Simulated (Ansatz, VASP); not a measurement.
This is a calculation of PbS for VASP 6.6.1.

INCAR

```
PREC = Accurate
ENCUT = 600
EDIFF = 1E-6
ISMEAR = -1
SIGMA = 0.05
LREAL = False
LASPH = True
NELM = 80
ALGO = Normal
ISIF = 3
LWAVE = False
LCHARG = False
GGA = B5
ALDAX = 1.0
AGGAX = 1.0
AGGAC = 1.0
ALDAC = 0.0
IBRION = 2
NSW = 60
EDIFFG = -0.01
```

KPOINTS

```
regular mesh
0
Gamma
  7 7 7
```

Contents of POSCAR:

```
PbS
1.0
    3.6536590000      0.0000000000      0.0000000000
    0.0000000000      3.6536590000      0.0000000000
    0.0000000000      0.0000000000      3.6536590000
Pb S
1 1
Direct
    0.0000000000      0.0000000000      0.0000000000
    0.5000000000      0.5000000000      0.5000000000
```

Potentials or basis: VASP PAW PBE potentials, release 64 (Pb_d, S).

Launch:

```sh
$ cat potpaw_PBE.64/Pb_d/POTCAR potpaw_PBE.64/S/POTCAR > POTCAR
$ mpirun -np 1 vasp_std > vasp.out
```

Question: Translate it to Ansatz 0.2.0. Potentials there: Ansatz PAW.

Answer: As run (the cutoff follows the program's own potentials):

input.yaml

```yaml
crystal:
  lattice:
    - [3.653659, 0.0, 0.0]
    - [0.0, 3.653659, 0.0]
    - [0.0, 0.0, 3.653659]
  atoms:
    - { symbol: Pb, position: [0.0, 0.0, 0.0] }
    - { symbol: S, position: [0.5, 0.5, 0.5] }
hamiltonian:
  xc: blyp
  pseudopotentials: { kind: paw }
kpoints:
  mp_grid: { grid: [7, 7, 7] }
scf:
  occupations: { method: fermi_dirac, width: 0.05 }
output:
  forces: true
  stress: true
  eigenvalues: true
relax:
  f_tol: 0.01
  max_steps: 40
  cell: { stress_tol: 0.05 }
```

Potentials or basis: Ansatz PAW.

The run is started by

```bash
$ ansatz run input.yaml --threads 2 --pin off --max-ram 5632MiB --backend cpu --events-out ev --progress --plain --runs-dir out
```

Both were run:

|  | VASP | Ansatz | Ansatz less VASP |
| --- | --- | --- | --- |
| gap on the k mesh at the Fermi level, each at its own relaxed structure (eV) | 0.35 | 0.35 | +0.002 |
| relaxed volume (Å³/atom) | 26.38 | 26.35 | -0.032 |
| relaxed cell length with the largest relative difference (Å) | 3.751 | 3.749 | -0.0015 |
| energy change over the relaxation (meV/atom) | -26 | -25 | +1.1 |

Caveats: spin-orbit coupling is left out, which as a rule narrows the gap of such compounds by several tenths of an eV; the PAW data sets were made with another functional, which shifts forces and pressure a little (VASP); an odd mesh through Γ misses points on the zone boundary, where band edges often lie (VASP); odd divisions of the mesh miss points on the zone boundary, where band edges often lie, so the gap on the mesh can be too wide (Ansatz); the plane-wave basis is chosen anew once the cell has moved, so the energies of steps on either side of that aren't comparable (Ansatz); the PAW data sets come from PBE, with cores solved anew for the run's functional, which leaves a small shift of forces and pressure (Ansatz).
